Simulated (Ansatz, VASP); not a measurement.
**Pt: VASP beside Ansatz**

```
CELL_PARAMETERS angstrom
-0.01958 1.95790 1.95790
1.95790 -0.01958 1.95790
1.93832 1.93832 0.00000
ATOMIC_POSITIONS crystal
Pt 0.00000 0.00000 0.00000
```

Change from the starting cell: strain -0.0200 x Voigt [0, 0, 0, 0, 0, 1], atoms carried along.

Alike in both runs: task single point; functional PBEsol; k mesh 20 × 20 × 20; occupations gaussian, width 0.15 eV; no spin polarisation.

|  | VASP | Ansatz |
| --- | --- | --- |
| version | VASP 6.6.1 | Ansatz 0.2.0 |
| potentials or method | VASP PAW PBE potentials, release 64 (Pt) | scalar-relativistic, plane waves, PAW |
| plane-wave cutoff (eV) | 520 | 420 |
| valence electrons in the cell | 10 | 18 |

```tsv
	VASP	Ansatz	Ansatz less VASP
gap on the k mesh at the Fermi level (eV)	none	none	-
pressure (GPa)	0.3	0.7	+0.42
largest component of the traceless stress (GPa)	1.65	1.63	-0.020
```

A gap of «none» marks a metal or a gap that the smearing closes. With one functional, cell and mesh, what is left measures potentials, basis and numerics. The two sets of potentials don't hold the same shells in valence.

Caveats: the PAW data sets were made with another functional, which shifts forces and pressure a little (VASP). The runs have no spin-orbit coupling, so splittings on Pt are missing.
